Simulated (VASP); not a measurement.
BeS in VASP: the effect of functional

Crystal: BeS.

```xyz
2
Lattice="0.0000 2.4250 2.4250 2.4250 0.0000 2.4250 2.4250 2.4250 0.0000" Properties=species:S:1:pos:R:3 pbc="T T T"
S     3.6375    3.6375    3.6375
Be    0.0000    0.0000    0.0000
```

Alike in all runs:

* Program: VASP 6.6.1
* Task: relaxation of cell and atoms
* Cutoff: 600 eV
* k mesh: 9 × 9 × 9
* Occupations: fermi-dirac, width 0.05 eV
* Spin: no spin polarisation

Each run relaxes the cell or the atoms first.

```tsv
functional	potentials or basis	relaxed volume (Å³/atom)	gap on the mesh (eV)
LDA	VASP PAW LDA potentials, release 64 (S, Be)	13.80	2.93
PBE	VASP PAW PBE potentials, release 64 (S, Be)	14.50	3.24
PBEsol	VASP PAW PBE potentials, release 64 (S, Be)	?	?
RPBE	VASP PAW PBE potentials, release 64 (S, Be)	14.85	3.40
revPBE	VASP PAW PBE potentials, release 64 (S, Be)	14.78	3.36
BLYP	VASP PAW PBE potentials, release 64 (S, Be)	14.93	3.57
AM05	VASP PAW PBE potentials, release 64 (S, Be)	14.26	3.09
PW91	VASP PAW PBE potentials, release 64 (S, Be)	14.49	3.25
r2SCAN	VASP PAW PBE potentials, release 64 (S, Be)	14.47	3.70
SCAN	VASP PAW PBE potentials, release 64 (S, Be)	14.37	3.70
optB88-vdW	VASP PAW PBE potentials, release 64 (S, Be)	14.48	3.36
vdW-DF-cx	VASP PAW PBE potentials, release 64 (S, Be)	14.42	3.17
rev-vdW-DF2	VASP PAW PBE potentials, release 64 (S, Be)	14.40	3.21
```

What does the run with functional PBEsol give?

Relaxed volume 14.16 Å³/atom; gap on the mesh 3.01 eV.

Caveats: an odd mesh through Γ misses points on the zone boundary, where band edges often lie; the PAW data sets were made with another functional, which shifts forces and pressure a little (some runs); the relaxation stopped at its first step, so nothing moved (some runs).
